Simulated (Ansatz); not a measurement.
**TaN: a line through an energy map**

One line of a two-coordinate grid on TaN (Fm-3m, No. 225; 2 atoms in the cell): normal strain along z is varied, at engineering shear strain xz = −10 %.

Method: DFT PBE, scalar-relativistic, plane waves, PAW, in Ansatz 0.2.0.

3 further runs of the same task are left out: 3 set aside as unsound or not needed.

### 1 The starting structure

Symmetry: Fm-3m, No. 225, cubic system. Conventional cell: a = 4.416 Å, b = 4.416 Å, c = 4.416 Å, α = 90.00°, β = 90.00°, γ = 90.00°. Ta (site symmetry m-3m) is surrounded by 6 N at 2.21 Å. N (site symmetry m-3m) has 6 Ta at 2.21 Å as nearest neighbours.

Structure file:

```cif
data_structure
_symmetry_space_group_name_H-M 'Fm-3m'
_symmetry_Int_Tables_number 225
_cell_length_a 4.4162
_cell_length_b 4.4162
_cell_length_c 4.4162
_cell_angle_alpha 90.000
_cell_angle_beta 90.000
_cell_angle_gamma 90.000
_cell_volume 86.13
loop_
_atom_site_label
_atom_site_type_symbol
_atom_site_symmetry_multiplicity
_atom_site_Wyckoff_symbol
_atom_site_fract_x
_atom_site_fract_y
_atom_site_fract_z
_atom_site_occupancy
Ta1 Ta 4 b 0.50000 0.00000 0.00000 1
N1 N 4 a 0.00000 0.00000 0.00000 1
```

It is the result of an earlier relaxation at this level (volume 10.77 Å³/atom; gap on the mesh: none (metal)).

### 2 The scan

The energy is mapped over two homogeneous strains (x along [1 0 0], y along [0 1 0], z along [0 0 1] of the conventional cell).

- engineering shear strain xz: 7 values from −30 to 30 %
- normal strain along z: 7 values from −4.00 to 4.00 %

Nothing else is relaxed (symmetry fixes all fractional coordinates). Energies count from the relaxed crystal. Points are written as (first, second).

### 3 Grid point (−10 %, −4.00 %)

File input.yaml:

```yaml
crystal:
  lattice:
    - [-0.1104056128, 2.208112257, 2.1197877667]
    - [2.0977066441, 0.0, 2.0093821539]
    - [2.208112257, 2.208112257, -0.1104056128]
  atoms:
    - { symbol: Ta, position: [0.5, 0.5, 0.5] }
    - { symbol: "N", position: [0.0, 0.0, 0.0] }
basis:
  ecutwfc: 520.0
kpoints:
  mp_grid: { grid: [18, 18, 18] }
hamiltonian:
  xc: pbe
  pseudopotentials: { kind: paw, azcp: { folder: soft_1 } }
scf:
  occupations: { method: gaussian, width: 0.15 }
output:
  forces: true
  stress: true
  eigenvalues: true
```

Command:

```
$ ansatz run input.yaml --threads 1 --pin off --max-ram 2048MiB --backend cpu --events-out ev --progress --plain --runs-dir out
```

Further runs follow: the other points of the line.

Before running it: what results should come out? Wanted: for each run, normal strain along z; energy; slope; pressure.

As calculated:

| normal strain along z (%) | step | energy (meV/atom) | slope (meV/atom per %) | pressure (GPa) |
| --- | --- | --- | --- | --- |
| −4.00 | 3 | 72 | −26.2 | 17.6 |
| −2.67 | 4 | 44 | −16.8 | 11.4 |
| −1.33 | 5 | 27 | −8.8 | 6.0 |
| 0.00 | 6 | 20 | −1.9 | 1.2 |
| 1.33 | 7 | 21 | 3.9 | −3.0 |
| 2.67 | 8 | 30 | 8.7 | −6.6 |
| 4.00 | 9 | 44 | 12.6 | −9.8 |

Energies count from the relaxed crystal. Slopes come from the forces (and the stress, where the cell changes), not from differences of energies.

What this shows: Along the line the energy is lowest at 0.00 %, 20 meV/atom from the zero. A fit to energies and slopes at the lowest point and its two neighbours puts the minimum at 0.412 %, with a curvature of about 4.5 meV/atom per %². Divided by the reference volume, that is a stiffness of about 670 GPa for this pattern of strain. The highest point computed, at −4.00 %, lies 52 meV/atom above the lowest. This is one cut through a surface in two coordinates; the map's lowest point lies off it. Spin-orbit coupling is left out for Ta.
